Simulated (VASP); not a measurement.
# Al2O3 (Corundum) (R-3c) in VASP: further runs, part 3 of 3

VASP 6.6.1. The steps go on from the part before.

## 5. Band structure, PBE

Input file POSCAR:

```
Al2O3
1.0
    2.3802500000      1.3742379782      4.3318666667
   -2.3802500000      1.3742379782      4.3318666667
    0.0000000000     -2.7484759565      4.3318666667
Al O
4 6
Direct
    0.8521600000      0.8521600000      0.8521600000
    0.6478400000      0.6478400000      0.6478400000
    0.1478400000      0.1478400000      0.1478400000
    0.3521600000      0.3521600000      0.3521600000
    0.0566800000      0.7500000000      0.4433200000
    0.7500000000      0.4433200000      0.0566800000
    0.4433200000      0.0566800000      0.7500000000
    0.9433200000      0.2500000000      0.5566800000
    0.2500000000      0.5566800000      0.9433200000
    0.5566800000      0.9433200000      0.2500000000
```

Input file INCAR.step1:

```
PREC = Accurate
ENCUT = 900
EDIFF = 1E-7
ISMEAR = -1
SIGMA = 0.05
LREAL = F
LASPH = T
NELM = 100
ALGO = Normal
ISIF = 2
LWAVE = F
LCHARG = T
GGA = PE
NBANDS = 35
```

Input file KPOINTS.step1:

```
Automatic mesh
0
Gamma
  7 7 7
```

Input file INCAR.step2:

```
PREC = Accurate
ENCUT = 900
EDIFF = 1E-7
ISMEAR = 0
SIGMA = 0.05
LREAL = F
LASPH = T
NELM = 100
ALGO = Normal
ISIF = 2
LWAVE = F
LCHARG = F
GGA = PE
NBANDS = 35
ICHARG = 11
```

Input file KPOINTS.step2:

```
path GLB1,BZGX,QFP1Z,LP
15
line-mode
reciprocal
 0.0000000000  0.0000000000  0.0000000000  G
 0.5000000000  0.0000000000  0.0000000000  L

 0.5000000000  0.0000000000  0.0000000000  L
 0.5000000000  0.2337604794 -0.2337604794  B1

 0.7662395206  0.5000000000  0.2337604794  B
 0.5000000000  0.5000000000  0.5000000000  Z

 0.5000000000  0.5000000000  0.5000000000  Z
 0.0000000000  0.0000000000  0.0000000000  G

 0.0000000000  0.0000000000  0.0000000000  G
 0.3668802397  0.0000000000 -0.3668802397  X

 0.6331197603  0.3668802397  0.0000000000  Q
 0.5000000000  0.5000000000  0.0000000000  F

 0.5000000000  0.5000000000  0.0000000000  F
 0.6331197603  0.6331197603  0.2337604794  P1

 0.6331197603  0.6331197603  0.2337604794  P1
 0.5000000000  0.5000000000  0.5000000000  Z

 0.5000000000  0.0000000000  0.0000000000  L
 0.7662395206  0.3668802397  0.3668802397  P
```

Potentials or basis: VASP PAW PBE potentials, release 64 (Al, O_h).

Command:

```
> cat potpaw_PBE.64/Al/POTCAR potpaw_PBE.64/O_h/POTCAR > POTCAR
> cp INCAR.step1 INCAR
> cp KPOINTS.step1 KPOINTS
> mpirun -np 1 vasp_std > vasp.out
> cp INCAR.step2 INCAR
> cp KPOINTS.step2 KPOINTS
> mpirun -np 1 vasp_std > vasp.out
```

OUTCAR:

```text
PREC = Accurate
   ENCUT = 900
   EDIFF = 1E-7
   ISMEAR = 0
   LREAL = F
   LASPH = T
   NELM = 100
   ISIF = 2
   GGA = PE
   ICHARG = 11

 ion  position               nearest neighbor table
   1  0.852  0.852  0.852-   8 1.85   9 1.85  10 1.85   6 1.97   7 1.97   5 1.97   2 2.66   3 2.79
                             3 2.79   3 2.79   2 3.22   2 3.22   2 3.22
   2  0.648  0.648  0.648-   9 1.85   8 1.85  10 1.85   5 1.97   7 1.97   6 1.97   1 2.66   4 2.79
                             4 2.79   4 2.79   1 3.22   1 3.22   1 3.22
   3  0.148  0.148  0.148-   5 1.85   6 1.85   7 1.85   9 1.97  10 1.97   8 1.97   4 2.66   1 2.79
                             1 2.79   1 2.79   4 3.22   4 3.22   4 3.22
   4  0.352  0.352  0.352-   6 1.85   5 1.85   7 1.85   8 1.97  10 1.97   9 1.97   3 2.66   2 2.79
                             2 2.79   2 2.79   3 3.22   3 3.22   3 3.22
   5  0.057  0.750  0.443-   3 1.85   4 1.85   2 1.97   1 1.97
   6  0.750  0.443  0.057-   4 1.85   3 1.85   1 1.97   2 1.97
   7  0.443  0.057  0.750-   3 1.85   4 1.85   1 1.97   2 1.97
   8  0.943  0.250  0.557-   1 1.85   2 1.85   4 1.97   3 1.97
   9  0.250  0.557  0.943-   2 1.85   1 1.85   3 1.97   4 1.97
  10  0.557  0.943  0.250-   1 1.85   2 1.85   3 1.97   4 1.97

  LATTYP: Found a trigonal (rhomboedric) cell.
 ALAT       =     5.1302230849
 COS(alpha) =     0.5694707703

  Lattice vectors:

 A1 = (   2.3802500000,   1.3742379782,   4.3318666667)
 A2 = (  -2.3802500000,   1.3742379782,   4.3318666667)
 A3 = (   0.0000000000,  -2.7484759565,   4.3318666667)

Analysis of symmetry for initial positions (statically):
=====================================================================
 Subroutine PRICEL returns:
 Original cell was already a primitive cell.

 Routine SETGRP: Setting up the symmetry group for a
 trigonal (rhombohedral) supercell.

 Subroutine GETGRP returns: Found 12 space group operations
 (whereof  6 operations were pure point group operations)
 out of a pool of 12 trial point group operations.

The static configuration has the point symmetry S_6 .
 The point group associated with its full space group is D_3d.

[... 146 lines left out ...]
   LORBIT       =      0    0 simple, 1 ext, 2 COOP (PROOUT), +10 PAW based schemes
   GGA     = PE    functional components
   LHFCALC =     F    Hartree Fock is set to
   AEXX    =    0.0000 exact exchange contribution
   IVDW    =     0    specifies the selected vdW correction
   LEPSILON=     F    determine dielectric tensor
   LRPA    =     F    only Hartree local field effects (RPA)
 non-spin polarized calculation
 Gauss-broadening in eV      SIGMA  =   0.05
  energy-cutoff  :      900.00
  volume of cell :       85.02
 maximum number of plane-waves:      5241

 number of electron      47.9999997 magnetization

 Free energy of the ion-electron system (eV)
  ---------------------------------------------------
  ext. energy  EPLUGINS =         0.00000000
  ---------------------------------------------------
  free energy    TOTEN  =       -74.93951280 eV

  energy without entropy =      -74.93951280  energy(sigma->0) =      -74.93951280

 E-fermi :   6.9021     XC(G=0): -11.6911

 val. band max:        6.6799702796   @ k =   0.0000   0.0000   0.0000
 cond. band min:      12.8974468390   @ k =   0.0000   0.0000   0.0000
 fundamental gap:      6.2174765594
 Fermi energy:         6.9021353812

 k-point     1 :       0.0000    0.0000    0.0000
  band No.  band energies     occupation
      1     -12.5617      2.00000
      2     -10.2285      2.00000
      3      -9.9506      2.00000
      4      -9.9506      2.00000
      5      -9.6364      2.00000
      6      -9.6364      2.00000
[... 901 lines left out ...]
     34      19.7734      0.00000
     35      20.5948      0.00000

 [... further k-points ...]
[... 5 lines left out ...]
  --------------------------------------------------------------------------------------
  -------------------------------------------------------------------------------------
  Total        3.0099180      3.0099180      2.9171914      0.0000000     -0.0000000      0.0000000
  in kB       56.7223734     56.7223734     54.9749266      0.0000000     -0.0000000      0.0000000
  external PRESSURE =      56.1398911 kB  Pullay stress =       0.0000000 kB

 VOLUME and BASIS-vectors are now :
 -----------------------------------------------------------------------------
  energy-cutoff  :      900.00
  volume of cell :       85.02
      direct lattice vectors                 reciprocal lattice vectors
     2.380250000  1.374237978  4.331866667     0.210061968  0.121279334  0.076949121
    -2.380250000  1.374237978  4.331866667    -0.210061968  0.121279334  0.076949121
     0.000000000 -2.748475957  4.331866667     0.000000000 -0.242558668  0.076949121

 POSITION                                       TOTAL-FORCE (eV/Angst)
 -----------------------------------------------------------------------------------
      0.00000     -0.00000     11.07433         0.000000      0.000000     -0.025377
      0.00000     -0.00000      8.41907         0.000000     -0.000000      0.025377
      0.00000     -0.00000      1.92127         0.000000     -0.000000      0.025377
      0.00000     -0.00000      4.57653         0.000000      0.000000     -0.025377
     -1.65027     -0.10988      5.41483        -0.001469     -0.002544     -0.000000
      0.72998      1.48412      5.41483        -0.001469      0.002544     -0.000000
      0.92030     -1.37424      5.41483         0.002938     -0.000000      0.000000
      1.65027      0.10988      7.58077         0.001469      0.002544     -0.000000
     -0.72998     -1.48412      7.58077         0.001469     -0.002544     -0.000000
     -0.92030      1.37424      7.58077        -0.002938     -0.000000      0.000000
 -----------------------------------------------------------------------------------
    total drift:                                0.000000      0.000000     -0.000000

  FREE ENERGIE OF THE ION-ELECTRON SYSTEM (eV)
  ---------------------------------------------------
  free  energy   TOTEN  =       -74.9395128043 eV

  energy  without entropy=      -74.9395128043  energy(sigma->0) =      -74.93951280
```

Wall time 12 min (1 thread of AMD EPYC 9R14 (Zen 4), shared host); peak memory 0.73 GiB.

What came out:

| Property | Result |
| --- | --- |
| Band gap on the k mesh | 6.22 eV, direct |
| Band gap along the path | 6.22 eV, direct |

Levels at the corners of the path, in eV from the valence-band top:
```tsv
point	band 22	band 23	band 24	band 25	band 26	band 27
Γ	-0.04	-0.04	0.00	6.22	9.14	10.74
L	-0.91	-0.27	-0.27	9.47	9.47	9.64
L	-0.91	-0.27	-0.27	9.47	9.47	9.64
B1	-0.85	-0.51	-0.51	9.70	9.70	10.13
B	-0.85	-0.51	-0.51	9.70	9.70	10.13
Z	-0.38	-0.38	-0.38	8.67	8.67	11.09
Z	-0.38	-0.38	-0.38	8.67	8.67	11.09
Γ	-0.04	-0.04	0.00	6.22	9.14	10.74
Γ	-0.04	-0.04	0.00	6.22	9.14	10.74
X	-0.85	-0.56	-0.29	9.50	9.54	9.75
Q	-0.85	-0.56	-0.29	9.50	9.54	9.75
F	-0.92	-0.74	-0.26	9.64	9.73	9.93
F	-0.92	-0.74	-0.26	9.64	9.73	9.93
P1	-0.86	-0.75	-0.47	9.74	9.94	10.20
P1	-0.86	-0.75	-0.47	9.74	9.94	10.20
Z	-0.38	-0.38	-0.38	8.67	8.67	11.09
L	-0.91	-0.27	-0.27	9.47	9.47	9.64
P	-0.86	-0.75	-0.47	9.74	9.94	10.20
```

Caveat: the cutoff is under 1.25 times the usual one of these potentials, so pressure, stress and relaxed cells hold a basis-set (Pulay) error; the log is that of the step along the path at fixed density, whose energy, stress, charges and moments have no meaning.

## 6. For comparison

An earlier run on the cell as given: functional PBE; potentials or basis VASP PAW PBE potentials, release 64 (Al, O); cutoff 520 eV; k mesh 7 × 7 × 7; occupations fermi-dirac, width 0.05 eV; no spin polarisation.

* Pressure: 7.2 GPa
* Largest force: 0.027 eV/Å
* Band gap on the k mesh: 6.22 eV, direct

## 7. The runs side by side

| task | level | potentials or basis | cutoff (eV) | gap on the mesh (eV) | pressure (GPa) | largest force (eV/Å) |
| --- | --- | --- | --- | --- | --- | --- |
| band structure | BLYP | VASP PAW PBE potentials, release 64 (Al, O) | 520 | 6.48 | - | - |
| band structure | PW91 | VASP PAW PBE potentials, release 64 (Al, O) | 520 | 6.26 | - | - |
| band structure | AM05 | VASP PAW PBE potentials, release 64 (Al, O) | 520 | 6.22 | 2.0 | 0.08 |
| band structure | PBE | VASP PAW PBE potentials, release 64 (Al, O_h) | 900 | 6.22 | - | - |
| single point | PBE | VASP PAW PBE potentials, release 64 (Al, O) | 520 | 6.22 | 7.2 | 0.03 |

Alike in all rows: no spin polarisation; cell as given; k mesh 7 × 7 × 7; smearing fermi-dirac 0.05 eV.

Caveats: the PAW data sets were made with another functional, which shifts forces and pressure a little (some runs); the cutoff is under 1.25 times the usual one of these potentials, so pressure, stress and relaxed cells hold a basis-set (Pulay) error (some runs); an odd mesh through Γ misses points on the zone boundary, where band edges often lie (some runs).

Total energies depend on the potentials used, so only differences within one code and one set of settings carry meaning.

## 8. How close it comes

Step 2. A measured gap of Al2O3 is 8.7 eV (optical; quoted in “Multi-petahertz electron interference in Cr:Al2O3 solid-state material”, 2018, pmc:5906618); the calculated 6.48 eV misses it by -2.22 eV. The value is that of BLYP, without temperature or zero-point motion. Semilocal functionals fall short of measured gaps as a rule.

Step 3. A measured gap of Al2O3 is 8.7 eV (optical; quoted in “Multi-petahertz electron interference in Cr:Al2O3 solid-state material”, 2018, pmc:5906618); the calculated 6.26 eV misses it by -2.44 eV. The value is that of PW91, without temperature or zero-point motion. Semilocal functionals fall short of measured gaps as a rule.

Step 4. Measured gap of Al2O3: 8.7 eV (optical; quoted in “Multi-petahertz electron interference in Cr:Al2O3 solid-state material”, 2018, pmc:5906618). This calculation gives 6.22 eV (-2.48 eV). The value is that of AM05, without temperature or zero-point motion. Semilocal functionals fall short of measured gaps as a rule.

Step 5. A measured gap of Al2O3 is 8.7 eV (optical; quoted in “Multi-petahertz electron interference in Cr:Al2O3 solid-state material”, 2018, pmc:5906618); the calculated 6.22 eV misses it by -2.48 eV. The value is that of PBE, without temperature or zero-point motion. Semilocal functionals fall short of measured gaps as a rule.
